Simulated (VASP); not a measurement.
# HgTe (Coloradoite) (F-43m) in VASP: a series of runs

The runs below take HgTe (Coloradoite) through equation of state, with PBEsol.

Program: VASP 6.6.1. These are calculated values, not measurements. Logs are shortened: lines on timing, memory, paths and dates and some standing lists are left out, and cuts for length are marked.

**The experiment to reproduce.**

A printed reference work, monograph reports, for a bulk crystal of HgTe: bulk modulus 43 GPa.

The results are compared with them further down.

**1. The structure**

Symmetry: F-43m, No. 216, cubic system. Conventional cell: a = 6.519 Å, b = 6.519 Å, c = 6.519 Å, α = 90.00°, β = 90.00°, γ = 90.00°. Hg (site symmetry -43m) is surrounded by 4 Te at 2.82 Å. Te (site symmetry -43m) is surrounded by 4 Hg at 2.82 Å.

**2. Equation of state, PBEsol, 33.25 Å³/atom (a relaxed cell with its volume scaled by 0.96)**

Input file INCAR:

```
SYSTEM = HgTe
ALGO     = Normal         ! electronic algorithm
EDIFF    = 1E-7           ! SCF threshold, eV
ENCUT    = 520            ! plane-wave cutoff, eV
GGA      = PS             ! functional
ISIF     = 2              ! what is computed and relaxed
ISMEAR   = -1             ! smearing method
LASPH    = .True.         ! aspherical terms in the spheres
LCHARG   = .False.        ! write CHGCAR
LREAL    = .False.        ! projectors in reciprocal space
LWAVE    = .False.        ! write WAVECAR
NELM     = 80             ! most SCF steps
PREC     = Accurate       ! precision mode
SIGMA    = 0.05           ! smearing width, eV
```

Input file KPOINTS:

```
k-points
0
Gamma
  6 6 6
  0 0 0
```

Input file POSCAR:

```
HgTe                                    
1.0
   -0.0000000000      3.2156816393      3.2156816393
    3.2156816393      0.0000000000      3.2156816393
    3.2156816393      3.2156816393     -0.0000000000
  Hg              Te            
     1     1
Direct
     0.0000000000000000    0.0000000000000000    0.0000000000000000
     0.7500000000000000    0.7500000000000000    0.7500000000000000
```

Potentials or basis: VASP PAW PBE potentials, release 64 (Hg, Te).

Launch:

```console
$ cat potpaw_PBE.64/Hg/POTCAR potpaw_PBE.64/Te/POTCAR > POTCAR
$ mpirun -np 1 vasp_std > vasp.out
```

OUTCAR:

```text
SYSTEM = HgTe
   EDIFF = 1E-7
   ENCUT = 520
   GGA = PS
   ISIF = 2
   ISMEAR = -1
   LASPH = .True.
   LREAL = .False.
   NELM = 80
   PREC = Accurate

 ion  position               nearest neighbor table
   1  0.000  0.000  0.000-   2 2.78   2 2.78   2 2.78   2 2.78
   2  0.750  0.750  0.750-   1 2.78   1 2.78   1 2.78   1 2.78

  LATTYP: Found a face centered cubic cell.
 ALAT       =     6.4313632786

  Lattice vectors:

 A1 = (   0.0000000000,   3.2156816393,   3.2156816393)
 A2 = (   3.2156816393,   0.0000000000,   3.2156816393)
 A3 = (   3.2156816393,   3.2156816393,   0.0000000000)

Analysis of symmetry for initial positions (statically):
=====================================================================
 Subroutine PRICEL returns:
 Original cell was already a primitive cell.

 Routine SETGRP: Setting up the symmetry group for a
 face centered cubic supercell.

 Subroutine GETGRP returns: Found 24 space group operations
 (whereof 24 operations were pure point group operations)
 out of a pool of 48 trial point group operations.

The static configuration has the point symmetry T_d .

Analysis of symmetry for dynamics (positions and initial velocities):
=====================================================================
 Subroutine PRICEL returns:
 Original cell was already a primitive cell.

 Routine SETGRP: Setting up the symmetry group for a
 face centered cubic supercell.

 Subroutine GETGRP returns: Found 24 space group operations
 (whereof 24 operations were pure point group operations)
 out of a pool of 48 trial point group operations.

The dynamic configuration has the point symmetry T_d .

 Subroutine INISYM returns: Found 24 space group operations
 (whereof 24 operations are pure point group operations),
 and found     1 'primitive' translations

----------------------------------------------------------------------------------------

                                     Primitive cell

  volume of cell :      66.5042

  direct lattice vectors                    reciprocal lattice vectors
     0.000000000  3.215681639  3.215681639    -0.155488029  0.155488029  0.155488029
     3.215681639  0.000000000  3.215681639     0.155488029 -0.155488029  0.155488029
     3.215681639  3.215681639  0.000000000     0.155488029  0.155488029 -0.155488029

  length of vectors
     4.547660587  4.547660587  4.547660587     0.269313166  0.269313166  0.269313166

  position of ions in fractional coordinates (direct lattice)
     0.000000000  0.000000000  0.000000000
     0.750000000  0.750000000  0.750000000

  ion indices of the primitive-cell ions
   primitive index   ion index
                 1           1
                 2           2

----------------------------------------------------------------------------------------

 KPOINTS: k-points

Automatic generation of k-mesh.
 Grid dimensions read from file:
 generate k-points for:    6    6    6

 Generating k-lattice:

  Cartesian coordinates                     Fractional coordinates (reciprocal lattice)
    -0.025914672  0.025914672  0.025914672     0.166666667  0.000000000  0.000000000
     0.025914672 -0.025914672  0.025914672     0.000000000  0.166666667  0.000000000
     0.025914672  0.025914672 -0.025914672     0.000000000  0.000000000  0.166666667

  Length of vectors
     0.044885528  0.044885528  0.044885528

  Shift w.r.t. Gamma in fractional coordinates (k-lattice)
     0.000000000  0.000000000  0.000000000

 Subroutine IBZKPT returns following result:
 ===========================================

 Found     16 irreducible k-points:

 Following reciprocal coordinates:
            Coordinates               Weight
  0.000000  0.000000  0.000000      1.000000
  0.166667  0.000000  0.000000      8.000000
  0.333333  0.000000  0.000000      8.000000
  0.500000  0.000000  0.000000      4.000000
  0.166667  0.166667  0.000000      6.000000
  0.333333  0.166667  0.000000     24.000000
[... 8 lines left out ...]
 -0.333333  0.333333  0.166667     24.000000
 -0.333333  0.500000  0.166667     12.000000
   k-points           NKPTS =     16   k-points in BZ     NKDIM =     16   number of bands    NBANDS=     13
   number of dos      NEDOS =    301   number of ions     NIONS =      2
   total plane-waves  NPLWV =  46656
   dimension x,y,z NGX =    36 NGY =   36 NGZ =   36
   dimension x,y,z NGXF=    72 NGYF=   72 NGZF=   72
   ions per type =               1   1
   NGX,Y,Z   is equivalent  to a cutoff of  13.16, 13.16, 13.16 a.u.
   NGXF,Y,Z  is equivalent  to a cutoff of  26.32, 26.32, 26.32 a.u.
 SYSTEM =  HgTe
   PREC   = accura    normal or accurate (medium, high low for compatibility)
   ISTART =      0    job   : 0-new  1-cont  2-samecut
   ICHARG =      2    charge: 1-file 2-atom 10-const
   ISPIN  =      1    spin polarized calculation?
   LNONCOLLINEAR =      F non collinear calculations
   LSORBIT =      F    spin-orbit coupling
   LASPH  =      T    aspherical Exc in radial PAW
   ENCUT  =  520.0 eV  38.22 Ry    6.18 a.u.   8.46  8.46  8.46*2*pi/ulx,y,z
   NELM   =     80;   NELMIN=  2; NELMDL= -5     # of ELM steps
   EDIFF  = 0.1E-06   stopping-criterion for ELM
   LREAL  =      F    real-space projection
   EDIFFG = 0.1E-05   stopping-criterion for IOM
   NSW    =      0    number of steps for IOM
   IBRION =     -1    ionic relax: 0-MD 1-quasi-New 2-CG
   NFREE  =      0    steps in history (QN), initial steepest desc. (CG)
   ISIF   =      2    stress and relaxation
   ISYM   =      2    0-nonsym 1-usesym 2-fastsym
   POTIM  = 0.5000    time-step for ionic-motion
   TEBEG  =    0.0;   TEEND  =   0.0 temperature during run
   PSTRESS=    0.0 pullay stress
   NELECT =      18.0000    total number of electrons
   NUPDOWN=      -1.0000    fix difference up-down
   EMIN   =  10.00;   EMAX   =-10.00  energy-range for DOS
   EFERMI =   0.00;   METHOD = LEGACY
   ISMEAR =    -1;   SIGMA  =   0.05  broadening in eV -4-tet -1-fermi 0-gaus
   EFERMI_NEDOS =   21; number of points for ismear=-14 and -15
   IALGO  =     38    algorithm
   IMIX   =      4    mixing-type and parameters
     AMIX     =   0.40;   BMIX     =  1.00
     AMIX_MAG =   1.60;   BMIX_MAG =  1.00
  volume/ion in A,a.u.               =      33.25       224.40
  Fermi-wavevector in a.u.,A,eV,Ry     =   1.058967  2.001158 15.257738  1.121412
  Thomas-Fermi vector in A             =   2.194296
   LORBIT       =      0    0 simple, 1 ext, 2 COOP (PROOUT), +10 PAW based schemes
   GGA     = PS    functional components
   LHFCALC =     F    Hartree Fock is set to
   AEXX    =    0.0000 exact exchange contribution
   IVDW    =     0    specifies the selected vdW correction
   LEPSILON=     F    determine dielectric tensor
   LRPA    =     F    only Hartree local field effects (RPA)
 non-spin polarized calculation
  energy-cutoff  :      520.00
  volume of cell :       66.50
 maximum number of plane-waves:      1820
 NGX is ok and might be reduce to    36
   NGX = 17   NGY = 17   NGZ = 17

 number of electron      18.0000000 magnetization

 Free energy of the ion-electron system (eV)
  ---------------------------------------------------
  ext. energy  EPLUGINS =         0.00000000
  ---------------------------------------------------
  free energy    TOTEN  =        -4.34910010 eV

  energy without entropy =       -4.34815484  energy(sigma->0) =       -4.34862747

 E-fermi :   3.1570     XC(G=0):  -9.0045

 val. band max:        3.1209481547   @ k =   0.0000   0.0000   0.0000
 cond. band min:       3.7537664486   @ k =   0.5000   0.0000   0.0000
 fundamental gap:      0.6328182940
 Fermi energy:         3.1569856072

 k-point     1 :       0.0000    0.0000    0.0000
  band No.  band energies     occupation
      1      -9.0140      2.00000
      2      -4.3212      2.00000
      3      -4.3212      2.00000
      4      -4.3212      2.00000
      5      -3.7675      2.00000
      6      -3.7675      2.00000
      7       2.3500      2.00000
      8       3.1209      1.34554
      9       3.1209      1.34554
     10       3.1209      1.34554
     11       7.2689      0.00000
     12       7.2689      0.00000
     13       7.2689      0.00000

 k-point     2 :       0.1667    0.0000    0.0000
  band No.  band energies     occupation
      1      -8.8755      2.00000
      2      -4.2836      2.00000
      3      -4.2836      2.00000
      4      -4.2680      2.00000
      5      -3.7707      2.00000
      6      -3.7707      2.00000
      7       0.7093      2.00000
      8       2.8172      1.99777
      9       2.8172      1.99777
     10       3.8935      0.00000
     11       7.3137      0.00000
     12       7.6550      0.00000
     13       7.6550      0.00000

 k-point     3 :       0.3333    0.0000    0.0000
  band No.  band energies     occupation
      1      -8.5771      2.00000
      2      -4.2184      2.00000
      3      -4.2184      2.00000
      4      -3.9776      2.00000
      5      -3.7612      2.00000
      6      -3.7612      2.00000
      7      -1.3016      2.00000
      8       2.3141      2.00000
      9       2.3141      2.00000
     10       3.8601      0.00000
     11       8.0549      0.00000
     12       8.0549      0.00000
     13       8.8960      0.00000

 k-point     4 :       0.5000    0.0000    0.0000
  band No.  band energies     occupation
      1      -8.4162      2.00000
      2      -4.1933      2.00000
      3      -4.1933      2.00000
      4      -3.7458      2.00000
      5      -3.7458      2.00000
      6      -3.4563      2.00000
      7      -2.5220      2.00000
      8       2.0936      2.00000
      9       2.0936      2.00000
     10       3.7538      0.00001
     11       8.0806      0.00000
     12       8.0806      0.00000
     13       9.8348      0.00000

 k-point     5 :       0.1667    0.1667    0.0000
  band No.  band energies     occupation
      1      -8.8288      2.00000
      2      -4.3035      2.00000
      3      -4.2451      2.00000
      4      -4.2451      2.00000
      5      -3.7930      2.00000
      6      -3.7512      2.00000
      7       0.6467      2.00000
      8       2.3482      2.00000
      9       2.3482      2.00000
     10       4.6679      0.00000
     11       6.2674      0.00000
     12       8.3121      0.00000
     13       8.3121      0.00000
[... 129 lines left out ...]
 k-point    14 :       0.5000    0.3333    0.1667
  band No.  band energies     occupation
      1      -8.3703      2.00000
      2      -4.1485      2.00000
      3      -4.1162      2.00000
      4      -3.9376      2.00000
      5      -3.7433      2.00000
      6      -3.6278      2.00000
      7      -1.6840      2.00000
      8       0.5934      2.00000
      9       1.4621      2.00000
     10       5.6268      0.00000
     11       6.9548      0.00000
     12       8.1291      0.00000
     13      10.2993      0.00000

 k-point    15 :      -0.3333    0.3333    0.1667
  band No.  band energies     occupation
      1      -8.2612      2.00000
      2      -4.1222      2.00000
      3      -4.0820      2.00000
      4      -3.8216      2.00000
      5      -3.7809      2.00000
      6      -3.2969      2.00000
      7      -2.3771      2.00000
      8       0.2545      2.00000
      9       1.1345      2.00000
     10       5.8266      0.00000
     11       7.4925      0.00000
     12       8.4326      0.00000
     13      10.1910      0.00000

 k-point    16 :      -0.3333    0.5000    0.1667
  band No.  band energies     occupation
      1      -8.2070      2.00000
      2      -4.1057      2.00000
      3      -4.0232      2.00000
      4      -3.8973      2.00000
      5      -3.7509      2.00000
      6      -3.1663      2.00000
      7      -2.5125      2.00000
      8       0.4364      2.00000
      9       0.5336      2.00000
     10       5.8548      0.00000
     11       6.6764      0.00000
     12       9.5328      0.00000
     13       9.6819      0.00000

------------------------ aborting loop because EDIFF is reached ----------------------------------------

  FORCE on cell =-STRESS in cart. coord.  units (eV):
  Direction    XX          YY          ZZ          XY          YZ          ZX
  --------------------------------------------------------------------------------------
  -------------------------------------------------------------------------------------
  Total        0.7786046      0.7786046      0.7786046      0.0000000      0.0000000      0.0000000
  in kB       18.7576505     18.7576505     18.7576505      0.0000000      0.0000000      0.0000000
  external PRESSURE =      18.7576505 kB  Pullay stress =       0.0000000 kB

 VOLUME and BASIS-vectors are now :
 -----------------------------------------------------------------------------
  energy-cutoff  :      520.00
  volume of cell :       66.50
      direct lattice vectors                 reciprocal lattice vectors
     0.000000000  3.215681639  3.215681639    -0.155488029  0.155488029  0.155488029
     3.215681639  0.000000000  3.215681639     0.155488029 -0.155488029  0.155488029
     3.215681639  3.215681639  0.000000000     0.155488029  0.155488029 -0.155488029

 POSITION                                       TOTAL-FORCE (eV/Angst)
 -----------------------------------------------------------------------------------
      0.00000      0.00000      0.00000         0.000000      0.000000      0.000000
      4.82352      4.82352      4.82352        -0.000000     -0.000000     -0.000000
 -----------------------------------------------------------------------------------
    total drift:                                0.000000      0.000000      0.000000

  FREE ENERGIE OF THE ION-ELECTRON SYSTEM (eV)
  ---------------------------------------------------
  free  energy   TOTEN  =        -4.3491001016 eV

  energy  without entropy=       -4.3481548422  energy(sigma->0) =       -4.34862747
```

Run time: 20 s. Hardware: 1 thread of AMD EPYC 7R13 (Zen 3), shared host; peak memory 0.17 GiB.

What came out:

```
Free energy            : -4.3491 eV
Pressure               : 1.9 GPa
Band gap on the k mesh : none (metal or under the smearing width)
```

Caveat: the PAW data sets were made with another functional, which shifts forces and pressure a little.

**3. Equation of state, PBEsol, 33.94 Å³/atom (a relaxed cell with its volume scaled by 0.98)**

INCAR is that of step 2.

KPOINTS is that of step 2.

Input file POSCAR:

```
HgTe                                    
1.0
   -0.0000000000      3.2378594549      3.2378594549
    3.2378594549      0.0000000000      3.2378594549
    3.2378594549      3.2378594549     -0.0000000000
  Hg              Te            
     1     1
Direct
     0.0000000000000000    0.0000000000000000    0.0000000000000000
     0.7500000000000000    0.7500000000000000    0.7500000000000000
```

Potentials or basis: VASP PAW PBE potentials, release 64 (Hg, Te).

Launch:

```console
$ cat potpaw_PBE.64/Hg/POTCAR potpaw_PBE.64/Te/POTCAR > POTCAR
$ mpirun -np 1 vasp_std > vasp.out
```

It took 19 s on 1 thread of AMD EPYC 7R13 (Zen 3), shared host; peak memory 0.17 GiB.

The run converged. Its results:

| Item | Value |
| --- | --- |
| Free energy | -4.3612 eV |
| Pressure | 0.9 GPa |
| Band gap on the k mesh | none (metal or under the smearing width) |

Caveat: the PAW data sets were made with another functional, which shifts forces and pressure a little.

**4. Equation of state, PBEsol, 34.64 Å³/atom**

INCAR is that of step 3.

KPOINTS is that of step 3.

Input file POSCAR:

```
HgTe                                    
1.0
   -0.0000000000      3.2597375473      3.2597375473
    3.2597375473      0.0000000000      3.2597375473
    3.2597375473      3.2597375473     -0.0000000000
  Hg              Te            
     1     1
Direct
     0.0000000000000000    0.0000000000000000    0.0000000000000000
     0.7500000000000000    0.7500000000000000    0.7500000000000000
```

Launch:

```console
$ cat potpaw_PBE.64/Hg/POTCAR potpaw_PBE.64/Te/POTCAR > POTCAR
$ mpirun -np 1 vasp_std > vasp.out
```

Wall time 15 s (1 thread of AMD EPYC 7R13 (Zen 3), shared host); peak memory 0.17 GiB.

It converged, with:

- Free energy: -4.3651 eV
- Pressure: 0.0 GPa
- Band gap on the k mesh: none (metal or under the smearing width)

Caveat: the PAW data sets were made with another functional, which shifts forces and pressure a little.

**5. Equation of state, PBEsol, 35.33 Å³/atom (a relaxed cell with its volume scaled by 1.02)**

INCAR is that of step 4.

KPOINTS is that of step 4.

Input file POSCAR:

```
HgTe                                    
1.0
   -0.0000000000      3.2813258423      3.2813258423
    3.2813258423      0.0000000000      3.2813258423
    3.2813258423      3.2813258423     -0.0000000000
  Hg              Te            
     1     1
Direct
     0.0000000000000000    0.0000000000000000    0.0000000000000000
     0.7500000000000000    0.7500000000000000    0.7500000000000000
```

Launch:

```console
$ cat potpaw_PBE.64/Hg/POTCAR potpaw_PBE.64/Te/POTCAR > POTCAR
$ mpirun -np 1 vasp_std > vasp.out
```

Wall time 20 s (1 thread of AMD EPYC 7R13 (Zen 3), shared host); peak memory 0.18 GiB.

Results (log left out):

* Free energy: -4.3618 eV
* Pressure: -0.8 GPa
* Band gap on the k mesh: none (metal or under the smearing width)

Caveat: the PAW data sets were made with another functional, which shifts forces and pressure a little.

**6. Equation of state, PBEsol, 36.02 Å³/atom (a relaxed cell with its volume scaled by 1.04)**

INCAR is that of step 5.

KPOINTS is that of step 5.

Input file POSCAR:

```
HgTe                                    
1.0
   -0.0000000000      3.3026337500      3.3026337500
    3.3026337500      0.0000000000      3.3026337500
    3.3026337500      3.3026337500     -0.0000000000
  Hg              Te            
     1     1
Direct
     0.0000000000000000    0.0000000000000000    0.0000000000000000
     0.7500000000000000    0.7500000000000000    0.7500000000000000
```

Potentials or basis: VASP PAW PBE potentials, release 64 (Hg, Te).

Launch:

```console
$ cat potpaw_PBE.64/Hg/POTCAR potpaw_PBE.64/Te/POTCAR > POTCAR
$ mpirun -np 1 vasp_std > vasp.out
```

It took 16 s on 1 thread of AMD EPYC 7R13 (Zen 3), shared host; peak memory 0.18 GiB.

The run converged. Its results:

```
Free energy            : -4.3521 eV
Pressure               : -1.5 GPa
Band gap on the k mesh : none (metal or under the smearing width)
```

Caveat: the PAW data sets were made with another functional, which shifts forces and pressure a little.

**7. Equation of state, PBEsol**

Potentials or basis: VASP PAW PBE potentials, release 64 (Hg, Te).

This step only gathers the single runs of the series.

Results:

- Equilibrium volume: 34.65 Å³/atom
- Bulk modulus: 42 GPa
- Pressure derivative of the bulk modulus: 5.1 (rough: it moves with the points fitted)

Energy against volume, from the lowest point:
| volume (Å³/atom) | energy (meV/atom) |
| --- | --- |
| 33.252 | 8.02 |
| 33.945 | 1.96 |
| 34.638 | 0.00 |
| 35.330 | 1.66 |
| 36.023 | 6.53 |

Caveat: the PAW data sets were made with another functional, which shifts forces and pressure a little. Spin-orbit coupling is left out, which matters for the levels of Hg, Te.

**8. How close it comes**

Step 7. Against the measured bulk modulus of HgTe, 43 GPa (a printed reference work, monograph), the calculated 42 GPa is off by -2.8 %. The fit is for a static lattice scaled at fixed shape and fixed fractional positions.
